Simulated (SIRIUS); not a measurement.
Set up this calculation in SIRIUS 7.12.0, as the native input.

| Quantity | Value |
| --- | --- |
| Task | eos task |
| Functional | RPBE |
| Potentials or basis | PseudoDojo 0.4.1 PBE standard (scalar relativistic) |
| Cutoff | 1152 eV |
| Density cutoff | 4606 eV |
| k mesh | 7 × 7 × 7 |
| Occupations | fermi-dirac, width 0.05 eV |
| Spin | no spin polarisation |
| Libxc names | ["XC_GGA_X_RPBE", "XC_GGA_C_PBE"] |
| Energy tol | 1e-08 Ha |
| Density tol | 1e-06 |
| Mixer | anderson |
| Mixing beta | 0.7 |
| Max scf | 100 |
| Radial cutoff for the potentials' integrals | 6.5 bohr |

The system is HfN.

```
Hf N
1.0
     0.00000    2.25600    2.25600
     2.25600    0.00000    2.25600
     2.25600    2.25600    0.00000
Hf N
1 1
Cartesian
  0.0000 0.0000 0.0000
  2.2560 2.2560 2.2560
```

These files were run (other wordings do the same):

sirius.json

```json
{
  "control": {
    "processing_unit": "cpu",
    "verbosity": 1,
    "num_bands_to_print": 16,
    "print_forces": false,
    "print_stress": true
  },
  "parameters": {
    "electronic_structure_method": "pseudopotential",
    "xc_functionals": ["XC_GGA_X_RPBE", "XC_GGA_C_PBE"],
    "gk_cutoff": 9.2,
    "pw_cutoff": 18.4,
    "ngridk": [7, 7, 7],
    "shiftk": [0, 0, 0],
    "smearing": "fermi_dirac",
    "smearing_width": 0.0018374661,
    "num_bands": 16,
    "num_mag_dims": 0,
    "num_dft_iter": 100,
    "energy_tol": 1e-08,
    "density_tol": 1e-06
  },
  "iterative_solver": {
    "type": "davidson",
    "min_tolerance": 1e-10
  },
  "mixer": {
    "type": "anderson",
    "beta": 0.7,
    "max_history": 8
  },
  "settings": {
    "tol_ne": 1e-10,
    "pseudo_grid_cutoff": 6.5
  },
  "unit_cell": {
    "lattice_vectors": [
      [0.0, 4.263222137156, 4.263222137156],
      [4.263222137156, 0.0, 4.263222137156],
      [4.263222137156, 4.263222137156, 0.0]
    ],
    "atom_coordinate_units": "lattice",
    "atom_types": ["Hf", "N"],
    "atom_files": {
      "N": "N.json",
      "Hf": "Hf.json"
    },
    "atoms": {
      "Hf": [
        [0.0, 0.0, 0.0]
      ],
      "N": [
        [0.5, 0.5, 0.5]
      ]
    }
  }
}
```

Potentials or basis: PseudoDojo 0.4.1 PBE standard (scalar relativistic).

The run is started by

```sh
$ upf_to_json N.upf
$ upf_to_json Hf.upf
$ OMP_NUM_THREADS=1 sirius.scf --input=sirius.json --output=out.json --task=3 --volume_scale0=0.94 --volume_scale1=1.06 --num_eos_points=7
```

It gave:

| Quantity | Value |
| --- | --- |
| Equilibrium volume | 11.92 Å³/atom |
| Bulk modulus | 253 GPa |
| Pressure derivative of the bulk modulus | 4.3 |

Caveat: the potentials were made for another functional, which shifts forces and pressure.

Wall time 82 s on 1 thread of Intel(R) Xeon(R) 6975P-C (Granite Rapids) (shared host), peak memory 0.2 GiB.
